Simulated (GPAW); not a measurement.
## Quasiparticle gap of RbH (honeycomb monolayer) in GPAW

How does a plane-wave GW calculation on RbH (honeycomb monolayer) run from the first input to the gap?

Calculated with GPAW 26.7.0; LDA and many-body steps on it, plane waves.

This is a report of a sequence of runs, with most program output left out.

## (1) Set-up

The cell holds 2 atoms: 1 Rb and 1 H. Its edges and angles: a = 3.888 Å, b = 3.888 Å, c = 11.400 Å, α = 90.0°, β = 90.0°, γ = 120.0°. Vacuum lies along c.

Coordinates:

```cif
data_structure
_symmetry_space_group_name_H-M 'P 1'
_symmetry_Int_Tables_number 1
_cell_length_a 3.8881
_cell_length_b 3.8881
_cell_length_c 11.4000
_cell_angle_alpha 90.000
_cell_angle_beta 90.000
_cell_angle_gamma 120.000
_cell_volume 149.25
loop_
_atom_site_label
_atom_site_type_symbol
_atom_site_fract_x
_atom_site_fract_y
_atom_site_fract_z
_atom_site_occupancy
Rb1 Rb 0.33333 0.66667 0.48246 1
H2 H 0.66667 0.33333 0.51754 1
```

The start is a generated structure, not a measured one.

## (2) Relaxation

This step: GPAW 26.7.0; DFT, LDA, plane waves, PAW.

A relaxation at this level of theory: leftover forces would pass straight into the levels.

File run.py:

```python
import json
import numpy as np
from gpaw.mpi import world
from ase import Atoms
from ase.constraints import FixSymmetry
from ase.filters import FrechetCellFilter
from ase.optimize import BFGS
from gpaw import GPAW, PW, FermiDirac

atoms = Atoms(['Rb', 'H'],
    cell=[[3.8881063018, 0.0000000000, 0.0000000000],
      [-1.9440531509, 3.3671988300, 0.0000000000],
      [0.0000000000, 0.0000000000, 11.4000000000]],
    scaled_positions=[[0.3333333333, 0.6666666667, 0.4824561404],
      [0.6666666667, 0.3333333333, 0.5175438596]],
    pbc=(True, True, False))
atoms.set_constraint(FixSymmetry(atoms))
atoms.calc = GPAW(mode=PW(700),
    xc='LDA',
    kpts={'size': (9, 9, 1), 'gamma': True},
    occupations=FermiDirac(0.02),
    convergence={'density': 1e-5},
    txt='relax.txt')
steps = []
opt = BFGS(FrechetCellFilter(atoms, mask=[1, 1, 0, 0, 0, 1]), logfile='bfgs.log')
opt.attach(lambda: steps.append([atoms.get_potential_energy(), atoms.cell[:], atoms.positions.copy(), atoms.get_forces()]))
converged = opt.run(fmax=0.03, steps=50)
res = {'converged': bool(converged), 'steps': steps, 'cell': atoms.cell[:], 'frac': atoms.get_scaled_positions()}

if world.rank == 0:
    with open('result.json', 'w') as f:
        json.dump(res, f, default=lambda x: x.tolist())
```

Run with:

```sh
mpirun -n 4 gpaw python run.py
```

The job ended after 34 s (4 MPI ranks of Arm Neoverse V2, shared host; peak memory 1.1 GiB).

Relaxation path:

| step | energy less that of the first step (eV) | largest force (eV/Å) |
| --- | --- | --- |
| 1 | 0.0000 | 0.2584 |
| 2 | -0.0856 | 0.1958 |
| 3 | -0.4692 | 0.1500 |
| 4 | -0.5011 | 0.2103 |
| 5 | -0.5056 | 0.2243 |
| 6 | -0.5081 | 0.2252 |
| 7 | -0.5157 | 0.2112 |
| 8 | -0.5271 | 0.1688 |
| 9 | -0.5421 | 0.0926 |
| 10 | -0.5540 | 0.0228 |
| 11 | -0.5574 | 0.0013 |

The atoms that moved most (Å):

| atom | dx | dy | dz | length |
| --- | --- | --- | --- | --- |
| Rb1 | 0.000 | 0.000 | 0.201 | 0.201 |
| H2 | 0.000 | 0.000 | -0.201 | 0.201 |

Final coordinates:

```xyz
2
Lattice="4.6120 0.0000 0.0000 -2.3060 3.9941 0.0000 0.0000 0.0000 11.4000" Properties=species:S:1:pos:R:3
Rb    0.0000    2.6628    5.7013
H     2.3060    1.3314    5.6987
```

## (3) Ground state

The ground-state density comes first.

File run.py:

```python
import json
import numpy as np
from gpaw.mpi import world
from ase import Atoms
from gpaw import GPAW, PW, FermiDirac

atoms = Atoms(['Rb', 'H'],
    cell=[[4.6120434899, 0.0000000000, 0.0000000000],
      [-2.3060217449, 3.9941468256, 0.0000000000],
      [0.0000000000, 0.0000000000, 11.4000000000]],
    scaled_positions=[[0.3333333333, 0.6666666667, 0.5001153387],
      [0.6666666667, 0.3333333333, 0.4998880053]],
    pbc=(True, True, False))
calc = GPAW(mode=PW(600),
    xc='LDA',
    kpts={'size': (9, 9, 1), 'gamma': True},
    occupations=FermiDirac(0.001),
    nbands=-7,
    convergence={'density': 1e-6, 'bands': -3},
    maxiter=100,
    txt='gs.txt')
atoms.calc = calc
res = {'energy': atoms.get_potential_energy()}
kpts = calc.get_ibz_k_points()
res['kpts'] = kpts
res['eigenvalues'] = [calc.get_eigenvalues(kpt=k) for k in range(len(kpts))]
res['n_electrons'] = calc.get_number_of_electrons()
calc.write('gs.gpw')

if world.rank == 0:
    with open('result.json', 'w') as f:
        json.dump(res, f, default=lambda x: x.tolist())
```

Run with:

```sh
mpirun -n 4 gpaw python run.py
```

Run time: 6.4 s. Hardware: 4 MPI ranks; peak memory 0.84 GiB; 25 s of CPU time.

Numbers from this step:

* total energy: -4.473 eV
* gap: 2.891 eV
* k of the valence top: 0.3333, 0.3333, 0
* k of the conduction bottom: 0, 0, 0
* least direct gap: 3.662 eV

The gap is indirect, with the least direct gap 0.77 eV higher.

## (4) Empty states on the mesh, 9×9×1 mesh, 351 bands

The sums over transitions need many empty states on a uniform mesh; this step solves for them.

File run.py:

```python
import json
import numpy as np
from gpaw.mpi import world
from gpaw import GPAW

calc = GPAW('gs.gpw').fixed_density(kpts={'size': (9, 9, 1), 'gamma': True},
    nbands=409,
    convergence={'bands': 351},
    txt='nscf.txt')
calc.write('full.gpw', mode='all')
res = {}
kpts = calc.get_ibz_k_points()
res['kpts'] = kpts
res['eigenvalues'] = [calc.get_eigenvalues(kpt=k) for k in range(len(kpts))]
res['n_electrons'] = calc.get_number_of_electrons()

if world.rank == 0:
    with open('result.json', 'w') as f:
        json.dump(res, f, default=lambda x: x.tolist())
```

Run with:

```sh
mpirun -n 4 gpaw python run.py
```

Elapsed: 6.5 min, on 4 MPI ranks; peak memory 1.9 GiB.

This step gave:

```
gap                                                           : 2.891 eV
k of the valence top                                          : 0.3333, 0.3333, 0
k of the conduction bottom                                    : 0, 0, 0
least direct gap                                              : 3.662 eV
k points computed                                             : 12
lowest point of the top converged band, above the valence top : 79.9167 eV
```

On this mesh the gap is 2.891 eV.

## (5) Screening and self-energy, 9×9×1 mesh, 158 bands, screening to 48 eV

Now the one-shot GW correction: screening in the RPA, then the self-energy of the levels asked for.

This step: G0W0 on LDA, plane waves, PAW.

File run.py:

```python
import json
import numpy as np
from gpaw.mpi import world
from gpaw.response.g0w0 import G0W0

gw = G0W0('full.gpw',
    filename='gw',
    kpts=[0, 6, 9],
    bands=(3, 7),
    ecut=48,
    nbands=158,
    truncation='2D',
    integrate_gamma='sphere',
    q0_correction=True,
    frequencies={'type': 'nonlinear', 'domega0': 0.15, 'omega2': 15.0},
    eta=0.1,
    nblocksmax=True)
gw.calculate()
res = {mode: {k: v for k, v in r.items() if k != 'sigma_eskwn'}
       for mode, r in gw.all_results.items()}

if world.rank == 0:
    with open('result.json', 'w') as f:
        json.dump(res, f, default=lambda x: x.tolist())
```

Run with:

```sh
mpirun -n 4 gpaw python run.py
```

The job ended after 3.6 min (4 MPI ranks; peak memory 2.1 GiB; 14 min of CPU time).

This step gave:

```yaml
g0w0_gap_on_the_points_computed: 5.469 eV
least_direct_g0w0_gap_on_the_computed_points: 6.558 eV
z_at_the_valence_top: 0.7568
z_at_the_conduction_bottom: 0.9086
starting_gap_on_the_mesh: 2.891 eV
k_of_the_valence_top: 0.3333, 0.3333, 0
k_of_the_conduction_bottom: 0, 0, 0
```

The gap on the mesh goes from 2.89 eV to 5.47 eV, a correction of +2.58 eV.

Limits: finite bands, cutoff and mesh; no spin-orbit coupling. v1 is the top filled band, c1 the lowest empty one. The levels before and after the correction (eV, zero at the valence-band top of each column):

|  | conduction bottom | valence top |
| --- | --- | --- |
| Kohn-Sham | 2.89 | 0.00 |
| G0W0 | 5.47 | 0.00 |

|  | level | energy (eV) |
| --- | --- | --- |
| Kohn-Sham | Γ v2 | -10.287 |
| Kohn-Sham | Γ v1 | -1.166 |
| Kohn-Sham | Γ c1 | 2.891 |
| Kohn-Sham | Γ c2 | 3.025 |
| Kohn-Sham | (0.333 0.333 0) v2 | -10.419 |
| Kohn-Sham | (0.333 0.333 0) v1 | 0.000 |
| Kohn-Sham | (0.333 0.333 0) c1 | 4.154 |
| Kohn-Sham | (0.333 0.333 0) c2 | 4.646 |
| G0W0 | Γ v2 | -11.284 |
| G0W0 | Γ v1 | -1.090 |
| G0W0 | Γ c1 | 5.469 |
| G0W0 | Γ c2 | 5.780 |
| G0W0 | (0.333 0.333 0) v2 | -11.411 |
| G0W0 | (0.333 0.333 0) v1 | 0.000 |
| G0W0 | (0.333 0.333 0) c1 | 7.345 |
| G0W0 | (0.333 0.333 0) c2 | 7.863 |

## (6) Where the time went

Times are wall times on 4 MPI ranks of Arm Neoverse V2, shared host, good to a factor of about two.

| step | time | share | memory (GiB) |
| --- | --- | --- | --- |
| relaxation | 34 s | 5 % | 1.1 |
| ground state | 6.4 s | 1 % | 0.84 |
| empty states on the mesh | 6.5 min | 60 % | 1.9 |
| screening and self-energy | 3.6 min | 33 % | 2.1 |

## (7) Summary of results

```json
{
  "LDA gap": "2.89 eV, indirect",
  "G0W0 gap on the mesh": "5.47 eV",
  "GW settings": "9×9×1 mesh, 158 bands, screening to 48 eV, full frequency, Hilbert transform",
  "known limits": "not at the basis limit; no spin-orbit coupling"
}
```

**Reading.** G0W0 moves the gap on the mesh from 2.89 eV to 5.47 eV (+2.58 eV), with Z of 0.76 and 0.91 at the edges. Only 3 of the mesh's irreducible points were corrected, so a valley elsewhere could overtake. The dearest step here is «empty states on the mesh». Bands and cutoff are finite, so the gap is not at the basis limit. The miss can reach some tenths of an eV and take either sign; the mesh is an error of its own. These stock PAW sets were not made for GW. In the G0W0 run levels were corrected at 3 k points alone, so a gap called «on the mesh» is the least over those, and an edge elsewhere would be missed. The many-body steps are scalar-relativistic: spin-orbit coupling is not in them.

[Paths, hosts, dates, memory and timing lines, banners, echoed tables and standing remarks are left out of the program output.]

[Logs are printed without paths, hosts, clocks, repeated set-up lines and the standing remarks that a program may print on its own settings, such as how far it seeks lower states.]

[Runs of the session that timed out or met a known fault of the program may be left out.]

[Hosts, paths, dates, database ids (printed as entryN), source tags and the programs' standing remarks are cut or masked in the printed files.]
